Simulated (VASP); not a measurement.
The system is ZnS.

```xyz
2
Lattice="0.0000 2.7020 2.7020 2.7020 0.0000 2.7020 2.7020 2.7020 0.0000" Properties=species:S:1:pos:R:3 pbc="T T T"
Zn    4.0530    4.0530    4.0530
S     0.0000    0.0000    0.0000
```

A sound run:

```yaml
Program: VASP 6.6.1
Task: dielectric tensor
Functional: PBE
Potentials_or_basis: VASP PAW PBE potentials, release 64 (Zn, S)
Cutoff: 800 eV
k_mesh: 12 × 12 × 12
Occupations: gaussian, width 0.01 eV
Spin: no spin polarisation
```

It gives band gap on the k mesh 2.12 eV, direct.

Q: What do these careless settings give instead: cutoff 300 eV in place of 800 eV; k mesh 8 × 8 × 8 in place of 12 × 12 × 12?

A: Band gap on the k mesh 2.11 eV, direct. The run converged, but these numbers show the error of the settings and aren't properties of the crystal.
